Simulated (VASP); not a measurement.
LiCl: single point with HSE06

Crystal: LiCl.

```
Li Cl
1.0
     0.00000    2.89156    2.47686
     2.89156    0.00000    2.47686
     2.89156    2.89156    0.00000
Li Cl
1 1
Direct
  0.00000 0.00000 0.00000
  0.25000 0.25000 0.25000
```

The cell was built by a generator and needn't be a form met in nature.

The cell isn't the ideal one: epitaxial_xy strain +5.8%.

```yaml
Program: VASP 6.6.1
Task: single point
Functional: HSE06
Potentials_or_basis: VASP PAW PBE potentials, release 64 (Li_sv, Cl)
Cutoff: 520 eV
k_mesh: 6 × 6 × 6
Occupations: gaussian, width 0.01 eV
Spin: no spin polarisation
```

```yaml
Band_gap_on_the_k_mesh: 7.16 eV, direct
```

Levels at points of the mesh, in eV from the valence-band top:
```
           k point  band 3  band 4  band 5  band 6  band 7  band 8
(0.00, 0.00, 0.00)   -0.20   -0.20    0.00    7.16   11.63   11.63
(0.50, 0.00, 0.00)   -2.26   -0.68   -0.20    9.38   11.05   12.08
(0.50, 0.50, 0.00)   -1.61   -1.36   -1.36    7.74   10.38   15.05
(0.50, 0.00, 0.50)   -2.00   -0.88   -0.71    7.93   11.24   14.22
```

It took 9 min on 1 thread of Intel(R) Xeon(R) 6975P-C (Granite Rapids) (shared host), peak memory 0.28 GiB.
